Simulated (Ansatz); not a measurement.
Here is an Ansatz 0.2.0 calculation.

Contents of input.yaml:

```yaml
crystal:
  lattice:
    - [-1.37771515, 1.64119061, 1.64793453]
    - [1.50497572, -1.49125904, 1.62526353]
    - [1.27254586, 1.38608975, -1.49800296]
  atoms:
    - { symbol: V, position: [0.0, 0.0, 0.0] }
hamiltonian:
  xc: pbe
  pseudopotentials: { kind: paw }
magnetization:
  spin_polarized: true
  initial_magnetization: 0.0
  spin_locking: { lock_magnetization: hard }
kpoints:
  mp_grid: { grid: [9, 10, 11] }
scf:
  occupations: { method: fermi_dirac, width: 0.05 }
  lower_state_search: "off"
output:
  forces: true
  stress: true
  eigenvalues: true
  write_density: true
  write_potential: true
  elf: true
  volumetric_format: npy
```

Potentials or basis: Ansatz PAW.

Launch:

```console
$ ansatz run input.yaml --threads 2 --pin off --max-ram 5632MiB --backend cpu --events-out ev --progress --plain --runs-dir out
```

Q: Estimate the pressure.

A: -1.2 GPa.

Stress tensor (GPa, compression positive):
```
 6.93 -0.54 -1.53
-0.54 -1.01 -3.42
-1.53 -3.42 -9.43
```

Caveat: the total moment is fixed, so each spin has its own Fermi level; the thresholds are loose for stress.
